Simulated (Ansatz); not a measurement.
What a trial cell of Zr relaxes into

Computed with Ansatz 0.2.0, DFT PBE, scalar-relativistic, plane waves, PAW. Cutoff 420 eV, Γ-centred k mesh, Gaussian smearing, no spin polarisation in the final step.

The start puts Zr on the sites of a reported N cell (Pnma, No. 62), at a guessed volume.

```xyz
4
Lattice="4.4539 0.0000 0.0000 0.0000 7.3838 0.0000 0.0000 0.0000 3.3210" Properties=species:S:1:pos:R:3 pbc="T T T"
Zr    0.0913    1.8460    2.1082
Zr    4.3626    5.5379    1.2128
Zr    2.1357    5.5379    0.4477
Zr    2.3183    1.8460    2.8733
```

Cell and atoms relax at zero pressure; the relaxation can't lower the symmetry of the start. After a coarse first stage the cell is made exact in the group found at 0.06 Å.

(1) Describe the relaxed structure.

(2) What are its volume, density and gap?

Answers

(1) It ends in P6_3/mmc (No. 194). The result has the hcp structure. Conventional cell: a = 3.231 Å, c = 5.173 Å. Around Zr lie 12 Zr at 3.19–3.23 Å.

```xyz
2
Lattice="3.2313 0.0000 0.0000 -1.6156 2.7984 0.0000 0.0000 0.0000 5.1726" Properties=species:S:1:pos:R:3 pbc="T T T"
Zr    1.6156    0.9328    3.8794
Zr    0.0000    1.8656    1.2931
```

(2) The volume per atom is 23.39 Å³, the density is 6.48 g/cm³ and the gap on the 20×20×12 mesh is 0 eV (a metal).

The final run used a 20×20×12 mesh on its 2-atom cell and 0.10 eV smearing. Symmetry constrained the relaxation, so the result can be a saddle point.